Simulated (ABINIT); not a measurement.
# SiRu (P2_13) in ABINIT: notebook

Aim: see how the results for SiRu move with the level of theory and the settings. Levels: LDA, PBEsol. Tasks: equation of state.

Program: ABINIT 10.8.3 (patched build). These are calculated values, not measurements. Logs are shortened: lines on timing, memory, paths and dates and some standing lists are left out, and cuts for length are marked. The log counts tension as positive stress, the text compression.

## (1) The crystal as given

Symmetry: P2_13, No. 198, cubic system. The conventional cell has a = 4.709 Å, b = 4.709 Å, c = 4.709 Å, α = 90.00°, β = 90.00°, γ = 90.00°. Ru (site symmetry 3) is surrounded by 7 Si at 2.38 to 2.70 Å. Si (site symmetry 3) has 7 Ru at 2.38 to 2.70 Å as nearest neighbours.

The cell comes from a database or a generator and needn't be the stable form of this composition.

## (2) Equation of state, LDA

Contents of run.abi:

```
# Datasets: one volume each
ndtset 7
getwfk -1
scalecart1 3*0.9795861087
scalecart2 3*0.9864848297
scalecart3 3*0.9932883884
scalecart4 3*1.0000000000
scalecart5 3*1.0066227096
scalecart6 3*1.0131594038
scalecart7 3*1.0196128224

# Pseudopotentials
pp_dirpath "./"
pseudos "Ru.LDA_PW-JTH.xml, Si.LDA_PW-JTH.xml"

# Structure
acell 3*1.0
rprim
     8.8979556999     0.0000000000     0.0000000000
     0.0000000000     8.8979556999     0.0000000000
     0.0000000000     0.0000000000     8.8979556999
ntypat 2
znucl 44 14
natom 8
typat 1 1 1 1 2 2 2 2
xred
     0.1294055100     0.1294055100     0.1294055100
     0.3705944900     0.8705944900     0.6294055100
     0.6294055100     0.3705944900     0.8705944900
     0.8705944900     0.6294055100     0.3705944900
     0.8375777300     0.8375777300     0.8375777300
     0.6624222700     0.1624222700     0.3375777300
     0.3375777300     0.6624222700     0.1624222700
     0.1624222700     0.3375777300     0.6624222700

# Plane-wave basis
ecut 408.170794 eV
pawecutdg 30.0

# k points
kptopt 1
ngkpt 6 6 6
nshiftk 1
shiftk 0.0 0.0 0.0

# Exchange and correlation
ixc 7

# Bands and occupations
nband 48
occopt 3
tsmear 0.00183747

# SCF cycle
nstep 100
tolvrs 1.0e-9

# Output
iomode 3
prtwf 1
prtden 0
prteig 0
prtebands 0
enunit 1
```

Potentials or basis: JTH PAW LDA v2.0.

Run with:

```bash
> abinit run.abi > log 2>&1
```

run.abo:

```text
.Version 10.8.3 of ABINIT
 DATASET    1 : space group P2_1 3 (#198); Bravais cP (primitive cubic)
================================================================================
 Values of the parameters that define the memory need for DATASET  1.
     intxc =       0    ionmov =       0      iscf =      17    lmnmax =      18
     lnmax =       6     mgfft =      32  mpssoang =       3    mqgrid =    3001
     natom =       8  nloc_mem =       2    nspden =       1   nspinor =       1
    nsppol =       1      nsym =      12    n1xccc =       1    ntypat =       2
    occopt =       3   xclevel =       1
       mpw =        1855          nfft =       32768          nkpt =          24
 PAW method is used; the additional fine FFT grid is defined by:
   mgfftf=        45    nfftf =     91125
================================================================================
================================================================================
[... 71 lines left out ...]
 DATASET    7 : space group P2_1 3 (#198); Bravais cP (primitive cubic)
================================================================================
 Values of the parameters that define the memory need for DATASET  7.
     intxc =       0    ionmov =       0      iscf =      17    lmnmax =      18
     lnmax =       6     mgfft =      32  mpssoang =       3    mqgrid =    3001
     natom =       8  nloc_mem =       2    nspden =       1   nspinor =       1
    nsppol =       1      nsym =      12    n1xccc =       1    ntypat =       2
    occopt =       3   xclevel =       1
       mpw =        2088          nfft =       32768          nkpt =          24
 PAW method is used; the additional fine FFT grid is defined by:
   mgfftf=        48    nfftf =    110592
================================================================================
================================================================================

--------------------------------------------------------------------------------
------------- Echo of variables that govern the present computation ------------
--------------------------------------------------------------------------------
 -outvars: echo values of preprocessed input variables --------
            acell      1.0000000000E+00  1.0000000000E+00  1.0000000000E+00 Bohr
              amu      1.01070000E+02  2.80855000E+01
             ecut      1.50000000E+01 Hartree
           enunit           1
           getwfk          -1
              ixc           7
           jdtset        1    2    3    4    5    6    7
         kptrlatt        6    0    0      0    6    0      0    0    6
          kptrlen1     5.22978828E+01
          kptrlen2     5.26661899E+01
          kptrlen3     5.30294165E+01
          kptrlen4     5.33877342E+01
          kptrlen5     5.37413057E+01
          kptrlen6     5.40902850E+01
          kptrlen7     5.44348183E+01
            natom           8
            nband          48
           ndtset           7
            ngfft          32      32      32
          ngfftdg1         45      45      45
          ngfftdg2         45      45      45
          ngfftdg3         45      45      45
          ngfftdg4         45      45      45
          ngfftdg5         48      48      48
          ngfftdg6         48      48      48
          ngfftdg7         48      48      48
             nkpt          24
            nstep         100
             nsym          12
           ntypat           2
           occopt           3
        pawecutdg      3.00000000E+01 Hartree
           prtden           0
        prtebands           0
           prteig           0
            rprim1     8.7163137995E+00  0.0000000000E+00  0.0000000000E+00
                       0.0000000000E+00  8.7163137995E+00  0.0000000000E+00
                       0.0000000000E+00  0.0000000000E+00  8.7163137995E+00
            rprim2     8.7776983133E+00  0.0000000000E+00  0.0000000000E+00
                       0.0000000000E+00  8.7776983133E+00  0.0000000000E+00
                       0.0000000000E+00  0.0000000000E+00  8.7776983133E+00
            rprim3     8.8382360772E+00  0.0000000000E+00  0.0000000000E+00
                       0.0000000000E+00  8.8382360772E+00  0.0000000000E+00
                       0.0000000000E+00  0.0000000000E+00  8.8382360772E+00
[... 24 lines left out ...]
                       7.4916859852E-01  1.5570687128E+00  3.0554059098E+00
           xangst2     6.0108314707E-01  6.0108314707E-01  6.0108314707E-01
                       1.7213958071E+00  4.0438747614E+00  2.9235621013E+00
                       2.9235621013E+00  1.7213958071E+00  4.0438747614E+00
                       4.0438747614E+00  2.9235621013E+00  1.7213958071E+00
                       3.8905133009E+00  3.8905133009E+00  3.8905133009E+00
                       3.0769235618E+00  7.5444460754E-01  1.5680343467E+00
                       1.5680343467E+00  3.0769235618E+00  7.5444460754E-01
                       7.5444460754E-01  1.5680343467E+00  3.0769235618E+00
           xangst3     6.0522867911E-01  6.0522867911E-01  6.0522867911E-01
[... 80 lines left out ...]
                       3.3409269276E+00  7.8484506736E+00  5.6741205643E+00
                       5.6741205643E+00  3.3409269276E+00  7.8484506736E+00
                       7.8484506736E+00  5.6741205643E+00  3.3409269276E+00
                       7.5508030141E+00  7.5508030141E+00  7.5508030141E+00
                       5.9717682238E+00  1.4642444778E+00  3.0432792682E+00
                       3.0432792682E+00  5.9717682238E+00  1.4642444778E+00
                       1.4642444778E+00  3.0432792682E+00  5.9717682238E+00
            xcart7     1.1740275717E+00  1.1740275717E+00  1.1740275717E+00
                       3.3622072907E+00  7.8984421531E+00  5.7102624341E+00
                       5.7102624341E+00  3.3622072907E+00  7.8984421531E+00
                       7.8984421531E+00  5.7102624341E+00  3.3622072907E+00
                       7.5988985976E+00  7.5988985976E+00  7.5988985976E+00
                       6.0098059896E+00  1.4735711272E+00  3.0626637352E+00
                       3.0626637352E+00  6.0098059896E+00  1.4735711272E+00
                       1.4735711272E+00  3.0626637352E+00  6.0098059896E+00
             xred      1.2940551000E-01  1.2940551000E-01  1.2940551000E-01
                       3.7059449000E-01  8.7059449000E-01  6.2940551000E-01
                       6.2940551000E-01  3.7059449000E-01  8.7059449000E-01
                       8.7059449000E-01  6.2940551000E-01  3.7059449000E-01
                       8.3757773000E-01  8.3757773000E-01  8.3757773000E-01
                       6.6242227000E-01  1.6242227000E-01  3.3757773000E-01
                       3.3757773000E-01  6.6242227000E-01  1.6242227000E-01
                       1.6242227000E-01  3.3757773000E-01  6.6242227000E-01
            znucl       44.00000   14.00000

================================================================================

 chkinp: Checking input parameters for consistency, jdtset=   1.

 chkinp: Checking input parameters for consistency, jdtset=   2.
[... 40 lines left out ...]
 getcut: wavevector=  0.0000  0.0000  0.0000  ngfft=  45  45  45
         ecut(hartree)=     30.000   => boxcut(ratio)=   2.04736

--- Pseudopotential description ------------------------------------------------
- pspini: atom type   1  psp file is ./Ru.LDA_PW-JTH.xml
 Pseudopotential format is: paw10
 basis_size (lnmax)=  6 (lmn_size= 18), orbitals=   0   0   1   1   2   2
 Spheres core radius: rc_sph= 2.21046734
 Shapefunction is SIN type: shapef(r)=[sin(pi*r/rshp)/(pi*r/rshp)]**2
 Radius for shape functions =  2.00219127
 Compensation charge density is not taken into account in XC energy/potential

- pspini: atom type   2  psp file is ./Si.LDA_PW-JTH.xml
 Pseudopotential format is: paw10
 basis_size (lnmax)=  4 (lmn_size=  8), orbitals=   0   0   1   1
 Spheres core radius: rc_sph= 1.90944987
 Shapefunction is BESSEL type: shapef(r,l)=aa(1,l)*jl(q(1,l)*r)+aa(2,l)*jl(q(2,l)*r)
 Radius for shape functions =  1.60149249
 Compensation charge density is not taken into account in XC energy/potential

   1.13255174E+04                                ecore*ucvol(ha*bohr**3)
--------------------------------------------------------------------------------

================================================================================

--- !BeginCycle
iteration_state: {dtset: 1, }
solver: {iscf: 17, nstep: 100, nline: 4, wfoptalg: 10, }
tolerances: {tolvrs: 1.00E-09, }
...
[... 1619 lines left out ...]
-Cartesian components of stress tensor (GPa)         [Pressure= -1.8930E+01 GPa]
- sigma(1 1)=  1.89299390E+01  sigma(3 2)=  0.00000000E+00
- sigma(2 2)=  1.89299390E+01  sigma(3 1)=  0.00000000E+00
- sigma(3 3)=  1.89299390E+01  sigma(2 1)=  0.00000000E+00

== END DATASET(S) ==============================================================
================================================================================

 -outvars: echo values of variables after computation  --------
            acell      1.0000000000E+00  1.0000000000E+00  1.0000000000E+00 Bohr
           etotal1    -4.0002116467E+02
           etotal2    -4.0002470538E+02
           etotal3    -4.0002533401E+02
           etotal4    -4.0002336670E+02
           etotal5    -4.0001906779E+02
           etotal6    -4.0001271775E+02
           etotal7    -4.0000453012E+02
            fcart1     4.0649583441E-03  4.0649583441E-03  4.0649583441E-03
                      -4.0649583441E-03 -4.0649583441E-03  4.0649583441E-03
                       4.0649583441E-03 -4.0649583441E-03 -4.0649583441E-03
                      -4.0649583441E-03  4.0649583441E-03 -4.0649583441E-03
                       1.9965142885E-03  1.9965142885E-03  1.9965142885E-03
                      -1.9965142885E-03 -1.9965142885E-03  1.9965142885E-03
                       1.9965142885E-03 -1.9965142885E-03 -1.9965142885E-03
                      -1.9965142885E-03  1.9965142885E-03 -1.9965142885E-03
            fcart2     2.3116058128E-03  2.3116058128E-03  2.3116058128E-03
                      -2.3116058128E-03 -2.3116058128E-03  2.3116058128E-03
[... 122 lines left out ...]
                       1.7679423922E+00  4.1532212345E+00  3.0026152925E+00
                       3.0026152925E+00  1.7679423922E+00  4.1532212345E+00
                       4.1532212345E+00  3.0026152925E+00  1.7679423922E+00
                       3.9957128764E+00  3.9957128764E+00  3.9957128764E+00
                       3.1601236507E+00  7.7484480832E-01  1.6104340340E+00
                       1.6104340340E+00  3.1601236507E+00  7.7484480832E-01
                       7.7484480832E-01  1.6104340340E+00  3.1601236507E+00
           xangst7     6.2126863549E-01  6.2126863549E-01  6.2126863549E-01
                       1.7792034754E+00  4.1796755862E+00  3.0217407463E+00
                       3.0217407463E+00  1.7792034754E+00  4.1796755862E+00
                       4.1796755862E+00  3.0217407463E+00  1.7792034754E+00
                       4.0211639631E+00  4.0211639631E+00  4.0211639631E+00
                       3.1802523695E+00  7.7978025863E-01  1.6206918522E+00
                       1.6206918522E+00  3.1802523695E+00  7.7978025863E-01
                       7.7978025863E-01  1.6206918522E+00  3.1802523695E+00
             xred      1.2940551000E-01  1.2940551000E-01  1.2940551000E-01
                       3.7059449000E-01  8.7059449000E-01  6.2940551000E-01
                       6.2940551000E-01  3.7059449000E-01  8.7059449000E-01
                       8.7059449000E-01  6.2940551000E-01  3.7059449000E-01
                       8.3757773000E-01  8.3757773000E-01  8.3757773000E-01
                       6.6242227000E-01  1.6242227000E-01  3.3757773000E-01
                       3.3757773000E-01  6.6242227000E-01  1.6242227000E-01
                       1.6242227000E-01  3.3757773000E-01  6.6242227000E-01
 Calculation completed.
```

Wall time 14 min (1 thread of Arm Neoverse V1, shared host); peak memory 0.18 GiB.

What came out:

- Equilibrium volume: 12.72 Å³/atom
- Bulk modulus at fixed shape and positions: 273 GPa
- Pressure derivative of the bulk modulus: 4.6

Energy against volume, from the lowest point:
```csv
volume (Å³/atom),energy (meV/atom)
12.266,14.18
12.527,2.14
12.788,0.00
13.049,6.69
13.310,21.31
13.571,42.91
13.832,70.76
```

Caveat: pressures at fixed basis lie under the slope of the energies; the cell was scaled at fixed shape and fractional positions, which overstates the stiffness of a crystal with free parameters, most of all of layers and chains.

## (3) Equation of state, PBEsol

Changes to run.abi since step 2:

```diff
@@ -13,3 +13,3 @@
 pp_dirpath "./"
-pseudos "Ru.LDA_PW-JTH.xml, Si.LDA_PW-JTH.xml"
+pseudos "Ru.GGA_PBE-JTH.xml, Si.GGA_PBE-JTH.xml"
 
@@ -38,2 +38,3 @@
 pawecutdg 30.0
+pawxcdev 0
 
@@ -41,3 +42,3 @@
 kptopt 1
-ngkpt 6 6 6
+ngkpt 5 5 5
 nshiftk 1
@@ -46,3 +47,3 @@
 # Exchange and correlation
-ixc 7
+ixc -116133
```

Potentials or basis: JTH PAW PBE v2.0.

Run with:

```bash
> abinit run.abi > log 2>&1
```

It took 11 min on 1 thread of Arm Neoverse V1, shared host; peak memory 0.19 GiB.

It converged, with:

| Quantity | Value |
| --- | --- |
| Equilibrium volume | 12.95 Å³/atom |
| Bulk modulus at fixed shape and positions | 262 GPa |
| Pressure derivative of the bulk modulus | 4.6 |

Energy against volume, from the lowest point:
| volume (Å³/atom) | energy (meV/atom) |
| --- | --- |
| 12.266 | 31.58 |
| 12.527 | 11.12 |
| 12.788 | 0.95 |
| 13.049 | 0.00 |
| 13.310 | 7.31 |
| 13.571 | 21.94 |
| 13.832 | 43.11 |

Caveat: pressures at fixed basis lie under the slope of the energies; the cell was scaled at fixed shape and fractional positions, which overstates the stiffness of a crystal with free parameters, most of all of layers and chains; the PAW data sets were made with another functional, which shifts forces and pressure a little.
